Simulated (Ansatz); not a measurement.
# ZnCu2SnS4 (I-4) in Ansatz: settings compared

The runs below take ZnCu2SnS4 through band structure, with LDA, PBE.

All numbers are computed with Ansatz 0.2.0; they aren't measurements. Logs are shortened: lines on timing, memory, paths and dates and some standing lists are left out, and cuts for length are marked.

**1. The crystal as given**

Symmetry: I-4, No. 82, tetragonal system. The conventional cell has a = 5.434 Å, b = 5.434 Å, c = 10.850 Å, α = 90.00°, β = 90.00°, γ = 90.00°. Around Sn (site symmetry -4) lie 4 S at 2.41 Å. Zn (site symmetry -4) has 4 S at 2.33 Å as nearest neighbours. Around Cu (site symmetry -4) lie 4 S at 2.33 Å. Cu (site symmetry -4) has 4 S at 2.33 Å as nearest neighbours. Around S (site symmetry 1) lie 1 Zn at 2.33 Å and 2 Cu at 2.33 Å and 1 Sn at 2.41 Å.

**2. Band structure, LDA**

input.yaml

```yaml
crystal:
  lattice:
    - [-2.7171, 2.7171, 5.4248]
    - [2.7171, -2.7171, 5.4248]
    - [2.7171, 2.7171, -5.4248]
  atoms:
    - { symbol: Sn, position: [0.5, 0.5, 0.0] }
    - { symbol: Zn, position: [0.25, 0.75, 0.5] }
    - { symbol: Cu, position: [0.75, 0.25, 0.5] }
    - { symbol: Cu, position: [0.0, 0.0, 0.0] }
    - { symbol: S, position: [0.62799, 0.62839, 0.5128] }
    - { symbol: S, position: [0.88481, 0.37201, 0.0004] }
    - { symbol: S, position: [0.11559, 0.11519, 0.4872] }
    - { symbol: S, position: [0.37161, 0.88441, 0.9996] }
hamiltonian:
  xc: lda
  pseudopotentials: { kind: paw }
kpoints:
  mp_grid: { grid: [7, 7, 7] }
  band_path:
    path:
      - [[0.0, 0.0, 0.0], [0.0, 0.0, 0.5], [-0.125433571, 0.125433571, 0.5], [-0.3127167855, 0.3127167855, 0.3127167855], [0.0, 0.0, 0.0], [0.5, 0.5, -0.5], [0.3127167855, 0.6872832145, -0.3127167855], [0.0, 0.5, 0.0], [0.25, 0.25, 0.25], [0.5, 0.5, -0.125433571], [0.5, 0.5, -0.5]]
      - [[0.0, 0.0, 0.5], [0.25, 0.25, 0.25]]
    npoints: 10
scf:
  occupations: { method: fermi_dirac, width: 0.05 }
  n_extra_bands: 20
output:
  forces: true
  stress: true
  eigenvalues: true
  fatbands: true
```

Potentials or basis: Ansatz PAW.

On the command line:

```console
ansatz run input.yaml --threads 4 --pin off --max-ram 11264MiB --backend cpu --events-out ev --progress --plain --runs-dir out
```

Output:

```text
Warning: RAYON_NUM_THREADS=4 ignored (pool sized by the plan → 4); use --threads N
scf.n_extra_bands = 20 over 44 filled bands (N_el = 88.0): the run solves 64 bands
Engine: ansatz 0.2.0, aarch64-unknown-linux-gnu
Pseudopotentials: kind: paw
Pseudopotential: Sn, paw, valence charge 14, recommended cutoff 420 eV (normal), Sn.paw.azcp
Pseudopotential: Zn, paw, valence charge 12, recommended cutoff 420 eV (normal), Zn.paw.azcp
Pseudopotential: Cu, paw, valence charge 19, recommended cutoff 420 eV (normal), Cu.paw.azcp
Pseudopotential: S, paw, valence charge 6, recommended cutoff 420 eV (normal), S.paw.azcp
Functional definition: SPW92
  exchange = slater_x
  correlation = pw_c
Crystal: 8 atoms, lattice volume = 160.197 Å³
Basis set: ecut = 420 eV, 3083 PW (Γ)
Bands: 64, of which v1, the nominal top of the filled ones, is band 44 counted from 1 (43 counted from 0)
Symmetry: 4 space group operations
Space group: I-4 (ITA 82), of the structure as read, at distance tolerance 5.4e-5 Å
k-points: 52 of 343 (time reversal used)
Non-local potential: Sn, projectors of the file, l = 0: 2, l = 1: 2, l = 2: 2, l = 3: 2
Non-local potential: Zn, projectors of the file, l = 0: 2, l = 1: 2, l = 2: 3, l = 3: 1
Non-local potential: Cu, projectors of the file, l = 0: 3, l = 1: 2, l = 2: 3, l = 3: 1
Non-local potential: S, projectors of the file, l = 0: 2, l = 1: 2, l = 2: 2
PAW form: soft (Blöchl's): semilocal exchange-correlation on the pseudo side does not see the compensation charge
PAW frozen core: Sn, regenerated for the run's functional, and the local potential with it (the file was generated under x = pbe(κ = 0.804, μ = 0.2195149727645171), c = pbe(β = 0.06672455060314922))
PAW frozen core: Zn, regenerated for the run's functional, and the local potential with it (the file was generated under x = pbe(κ = 0.804, μ = 0.2195149727645171), c = pbe(β = 0.06672455060314922))
PAW frozen core: Cu, regenerated for the run's functional, and the local potential with it (the file was generated under x = pbe(κ = 0.804, μ = 0.2195149727645171), c = pbe(β = 0.06672455060314922))
PAW frozen core: S, regenerated for the run's functional, and the local potential with it (the file was generated under x = pbe(κ = 0.804, μ = 0.2195149727645171), c = pbe(β = 0.06672455060314922))
PAW one-centre angular grid: Sn, 590 points (default); XC on 64 Gauss nodes
PAW one-centre angular grid: Zn, 590 points (default); XC on 64 Gauss nodes
PAW one-centre angular grid: Cu, 590 points (default); XC on 64 Gauss nodes
PAW one-centre angular grid: S, 110 points (default); XC on 64 Gauss nodes
Initial density: superposition of atomic densities (neutral atoms: chi_scale 0, normalization atom), corrected by the library's trained network
Initial wavefunctions: pseudopotential atomic-orbital guess
Functional: x = slater, c = lda
SCF iter   1: F=—  HF=-25719.038686 eV  |F-HF|=—  |Δ(HF+E_count)|=         —  Δρ=1.12e-2  dr2=1.22e-1  ethr=1.77e-3  ⟨swp⟩=6.1  Hψ=14648  notcnv=0  defer=462
preconditioner: auto → Kerker (q_TF=auto, 2.469 Å⁻¹)  [metal: Δε(μ)=0.100 eV  Ē_g=13.562 eV  σ=0.050 eV  W_gap=0.38  n_scr=36 (ndim 8)  ℏωp=24.9 eV  f_vac=0.037  D(μ)=0.09/eV (n_scr^D=0)]
SCF iter   2: F=—  HF=-25719.027292 eV  |F-HF|=—  |Δ(HF+E_count)|=   1.14e-2  Δρ=7.82e-3  dr2=7.87e-2  ethr=1.39e-4  ⟨swp⟩=2.2  Hψ=6487  notcnv=0  defer=681
preconditioner: auto → Resta (q_TF=auto, 2.469 Å⁻¹)  ε∞=4.3  [insulator: Δε(μ)=0.250 eV  Ē_g=13.640 eV  σ=0.050 eV  W_gap=0.81  n_scr=36 (ndim 8)  ℏωp=24.9 eV  f_vac=0.036  D(μ)=0.03/eV (n_scr^D=0)  ε∞_Penn≈4.3]
SCF iter   3: F=—  HF=-25719.009640 eV  |F-HF|=—  |Δ(HF+E_count)|=   1.77e-2  Δρ=4.08e-3  dr2=1.76e-2  ethr=8.94e-5  ⟨swp⟩=2.0  Hψ=3854  notcnv=0  defer=681
SCF iter   4: F=—  HF=-25719.005456 eV  |F-HF|=—  |Δ(HF+E_count)|=   4.18e-3  Δρ=1.18e-3  dr2=1.46e-3  ethr=1.99e-5  ⟨swp⟩=1.3  Hψ=4097  notcnv=0  defer=681
SCF iter   5: F=—  HF=-25719.005097 eV  |F-HF|=—  |Δ(HF+E_count)|=   3.59e-4  Δρ=3.25e-4  dr2=1.41e-4  ethr=1.66e-6  ⟨swp⟩=2.4  Hψ=3989  notcnv=0  defer=681
SCF iter   6: F=—  HF=-25719.005077 eV  |F-HF|=—  |Δ(HF+E_count)|=   2.06e-5  Δρ=1.63e-4  dr2=3.61e-5  ethr=1.60e-7  ⟨swp⟩=2.0  Hψ=3977  notcnv=0  defer=681
SCF iter   7: F=—  HF=-25719.005130 eV  |F-HF|=—  |Δ(HF+E_count)|=   5.28e-5  Δρ=2.53e-4  dr2=6.90e-5  ethr=4.10e-8  ⟨swp⟩=2.0  Hψ=4883  notcnv=0  defer=681
SCF iter   8: F=—  HF=-25719.005117 eV  |F-HF|=—  |Δ(HF+E_count)|=   1.29e-5  Δρ=2.88e-5  dr2=1.02e-6  ethr=4.10e-8  ⟨swp⟩=2.0  Hψ=4831  notcnv=0  defer=681
SCF iter   9: F=—  HF=-25719.005117 eV  |F-HF|=—  |Δ(HF+E_count)|=   1.91e-7  Δρ=1.71e-5  dr2=4.12e-7  ethr=1.16e-9  ⟨swp⟩=3.0  Hψ=4940  notcnv=0  defer=681
SCF iter  10: F=-25719.005117 eV  HF=-25719.005117 eV  |F-HF|=4.51e-9  |Δ(HF+E_count)|=   1.08e-7  Δρ=3.06e-6  dr2=1.05e-8  ethr=1.14e-10  ⟨swp⟩=11.4  Hψ=17936  notcnv=0
SCF 1 converged in 10 iterations: F = -25719.005117 eV  dr2 = 1.05e-8
NSCF: frozen V_eff on 112 k-points
SCF converged after 10 iterations
Free energy (F): -25719.005117 eV
Harris-Foulkes:  -25719.005117 eV  (|F-HF|=4.51e-9)
Internal energy: -25719.004494 eV  (E = F + TS)
E sigma→0 (E₀):  -25719.004805 eV
Entropy (-TS):   -0.000623 eV (-0.078 meV/atom)
Fermi energy:    7.842688 eV
--- Per-component energies (eV) ---
  E_band       = -1122.573311
  E_kinetic    = 1349.408058
  E_local      = -14966.083606  (includes V_loc(G=0)·N_el)
  E_nonlocal   = 1511.842224
  E_hartree    = 6710.812987
  E_xc         = -1073.948645
  E_vxc        = -729.622801  (∫ρ·V_xc dr)
  E_paw        = -11230.073104  (= ΣΔE_a)
  E_vpaw       = -1709.738629  (= ΣTr[D̂ρ^β])
  E_aug_tail   = 0.000059  (compensation charges beyond the density's cutoff)
  E_ewald      = -8024.456617
  E_core_change = 3.494150  (= ΣΔE_core)
  E_smearing   = -0.000623  (= −TS)
  E_closure    = -0.000000  (closes the sum)
  Σ components = -25719.005117   (vs F -25719.005117, Δ=0.00e0)
--- Forces (eV/Å), atoms counted from 1 ---
  atom   1  Sn    -0.00000000     0.00000000     0.00000000
  atom   2  Zn    -0.00000000    -0.00000000     0.00000000
  atom   3  Cu    -0.00000000     0.00000000     0.00000000
  atom   4  Cu    -0.00000000    -0.00000000     0.00000000
  atom   5  S      0.18734941     0.61495664    -0.23543603
  atom   6  S     -0.61495664     0.18734941     0.23543603
  atom   7  S     -0.18734941    -0.61495664    -0.23543603
  atom   8  S      0.61495664    -0.18734941     0.23543603
  max |Σ_I F_I| component: 1.39e-16 eV/Å
--- Stress (GPa, compression-positive) ---
       -4.051905       0.000000      -0.000000
       -0.000000      -4.051905      -0.000000
       -0.000000      -0.000000      -4.145154
  P = ⅓ Tr σ = -4.0830 GPa (-40.830 kbar)
--- Band table (eV; the first three rows and the last of 52) ---
  k-point 0: bands = ["-103.1105", "-103.0789", "-61.0005", "-60.9292", "-60.9292", "-60.9249", "-60.9249", "-60.8977", "-14.4459", "-14.4422", "-14.4422", "-14.3508", "-14.3438", "-6.7843", "-5.2037", "-5.1903", "-5.1903", "-0.4425", "0.4623", "0.5361", "0.5361", "0.5378", "0.6336", "2.0209", "2.7366", "2.7959", "3.2116", "3.2116", "3.2779", "4.0305", "4.0305", "4.5089", "4.5089", "4.5189", "5.6109", "5.6591", "5.8593", "6.0971", "6.1233", "6.1233", "6.2718", "7.6306", "7.6306", "7.7085", "7.8918", "9.6466", "10.5133", "11.4468", "11.4468", "12.5150", "12.5282", "12.8310", "12.8310", "13.1996", "14.4634", "14.4634", "14.5195", "14.6857", "17.1993", "18.1788", "18.2355", "18.2810", "18.2810", "18.3121"]
  k-point 1: bands = ["-103.1105", "-103.0789", "-61.0005", "-60.9292", "-60.9292", "-60.9249", "-60.9249", "-60.8977", "-14.4461", "-14.4423", "-14.4423", "-14.3506", "-14.3437", "-6.6766", "-5.2909", "-5.2497", "-5.2022", "-0.3807", "0.4705", "0.5142", "0.5252", "0.5591", "0.6427", "1.9052", "2.4770", "2.8299", "3.1409", "3.2482", "3.7025", "3.9624", "4.0615", "4.3207", "4.5435", "4.6169", "5.6748", "5.7394", "5.8996", "5.9404", "6.0534", "6.2806", "6.3988", "6.8940", "7.4654", "7.5857", "8.6543", "10.0964", "10.8682", "11.3345", "11.4464", "12.2468", "12.6601", "12.8862", "13.0412", "13.1884", "14.0733", "14.2130", "15.6216", "15.6452", "16.5077", "16.8041", "17.2597", "17.4395", "17.6710", "17.8827"]
  k-point 2: bands = ["-103.1105", "-103.0789", "-61.0005", "-60.9292", "-60.9292", "-60.9249", "-60.9249", "-60.8977", "-14.4465", "-14.4427", "-14.4424", "-14.3500", "-14.3434", "-6.3923", "-5.4881", "-5.3765", "-5.2420", "-0.3573", "0.4652", "0.5169", "0.5364", "0.5884", "0.6422", "1.5687", "2.2696", "2.6742", "2.9803", "3.6488", "3.9452", "4.0032", "4.1489", "4.2981", "4.6148", "4.7191", "5.7675", "5.8450", "5.8634", "5.9886", "6.2077", "6.4181", "6.4924", "6.6600", "7.0808", "7.4575", "9.0179", "10.6818", "10.8277", "11.2064", "11.6624", "12.3733", "12.7404", "13.0276", "13.2335", "13.4981", "14.3709", "14.5864", "15.0330", "15.4174", "15.6094", "15.9538", "16.5386", "16.7848", "17.3918", "17.9420"]
  k-point 51: bands = ["-103.1105", "-103.0789", "-61.0005", "-60.9292", "-60.9292", "-60.9249", "-60.9249", "-60.8977", "-14.4461", "-14.4421", "-14.4420", "-14.3507", "-14.3437", "-6.2723", "-5.8523", "-5.2908", "-5.2029", "-0.4567", "0.4360", "0.4943", "0.4968", "0.5959", "0.9080", "1.8017", "2.9945", "3.1093", "3.4074", "3.4828", "3.7148", "4.0009", "4.0625", "4.3851", "4.4572", "4.5184", "5.5854", "5.7991", "5.8368", "5.8904", "6.3455", "6.4858", "6.5377", "6.7557", "6.7889", "6.9303", "9.2052", "9.7464", "9.9371", "10.3833", "11.0331", "11.3142", "11.9146", "12.0096", "13.7343", "14.2175", "14.3181", "15.2521", "15.8530", "15.9777", "16.7435", "16.8466", "17.0648", "17.8568", "17.9957", "18.6472"]
```

Wall time 53 s (4 threads of Arm Neoverse V2, shared host); peak memory 0.95 GiB.

Results:

```
Free energy             : -25719.0051 eV
Pressure                : -4.1 GPa
Largest force           : 0.685 eV/Å
Band gap on the k mesh  : 0.18 eV, direct
Band gap along the path : 0.18 eV, direct
```

Forces in eV/Å, atoms in the order of the input:
```
Sn   0.000  0.000  0.000
Zn   0.000  0.000  0.000
Cu   0.000  0.000  0.000
Cu   0.000  0.000  0.000
S    0.187  0.615 -0.235
S   -0.615  0.187  0.235
S   -0.187 -0.615 -0.235
S    0.615 -0.187  0.235
```

Levels at the corners of the path, in eV from the valence-band top:
```tsv
point	band 42	band 43	band 44	band 45	band 46	band 47
Γ	-0.08	-0.08	0.00	0.18	1.94	2.80
X	-0.68	-0.49	-0.42	0.75	2.20	3.08
Y	-0.73	-0.66	-0.60	0.98	2.41	3.50
S	-1.09	-0.68	-0.55	1.64	2.40	3.08
Γ	-0.08	-0.08	0.00	0.18	1.94	2.80
Z	-1.09	-0.85	-0.85	1.45	1.97	1.97
S1	-1.09	-0.68	-0.55	1.64	2.40	3.08
N	-1.10	-1.04	-0.50	1.72	3.10	3.23
P	-0.76	-0.59	-0.54	1.02	2.77	2.95
Y1	-0.73	-0.66	-0.60	0.98	2.41	3.50
Z	-1.09	-0.85	-0.85	1.45	1.97	1.97
X	-0.68	-0.49	-0.42	0.75	2.20	3.08
P	-0.76	-0.59	-0.54	1.02	2.77	2.95
```

Caveat: spin-orbit coupling is left out, which moves the levels of the heavy elements; the PAW data sets come from PBE, with cores solved anew for the run's functional, which leaves a small shift of forces and pressure.

**3. Band structure, PBE**

input.yaml, as its differences from that of step 2:

```diff
@@ -15,3 +15,3 @@
 hamiltonian:
-  xc: lda
+  xc: pbe
   pseudopotentials: { kind: paw }
@@ -31,2 +31,2 @@
   eigenvalues: true
-  fatbands: true
+  fatbands: false
```

Potentials or basis: Ansatz PAW.

On the command line:

```console
ansatz run input.yaml --threads 4 --pin off --max-ram 11264MiB --backend cpu --events-out ev --progress --plain --runs-dir out
```

It took 34 s on 4 threads of Arm Neoverse V2, shared host; peak memory 0.97 GiB.

Results (log left out):

```yaml
Free_energy: -26205.4650 eV
Pressure: 2.1 GPa
Largest_force: 0.616 eV/Å
Band_gap_on_the_k_mesh: 0.29 eV, direct
Band_gap_along_the_path: 0.29 eV, direct
```

Forces in eV/Å, atoms in the order of the input:
```
Sn   0.000  0.000  0.000
Zn   0.000  0.000  0.000
Cu   0.000  0.000  0.000
Cu   0.000  0.000  0.000
S    0.162  0.558 -0.205
S   -0.558  0.162  0.205
S   -0.162 -0.558 -0.205
S    0.558 -0.162  0.205
```

Stress tensor (GPa, compression positive):
```
2.10 0.00 0.00
0.00 2.10 0.00
0.00 0.00 2.00
```

Levels at the corners of the path, in eV from the valence-band top:
```
point  band 41  band 42  band 43  band 44  band 45  band 46  band 47  band 48
    Γ    -1.36    -0.08    -0.08     0.00     0.29     2.03     2.90     3.79
    X    -0.76    -0.65    -0.47    -0.40     0.83     2.32     3.17     4.16
    Y    -0.79    -0.70    -0.63    -0.57     1.05     2.52     3.58     3.90
    S    -1.23    -1.02    -0.65    -0.52     1.68     2.49     3.15     3.89
    Γ    -1.36    -0.08    -0.08     0.00     0.29     2.03     2.90     3.79
    Z    -1.10    -1.01    -0.81    -0.81     1.51     2.07     2.07     2.45
   S1    -1.23    -1.02    -0.65    -0.52     1.68     2.49     3.15     3.89
    N    -1.10    -1.04    -0.98    -0.47     1.76     3.18     3.30     4.25
    P    -0.74    -0.73    -0.56    -0.51     1.08     2.87     3.05     3.47
   Y1    -0.79    -0.70    -0.63    -0.57     1.05     2.52     3.58     3.90
    Z    -1.10    -1.01    -0.81    -0.81     1.51     2.07     2.07     2.45
    X    -0.76    -0.65    -0.47    -0.40     0.83     2.32     3.17     4.16
    P    -0.74    -0.73    -0.56    -0.51     1.08     2.87     3.05     3.47
```

Caveat: spin-orbit coupling is left out, which moves the levels of the heavy elements.
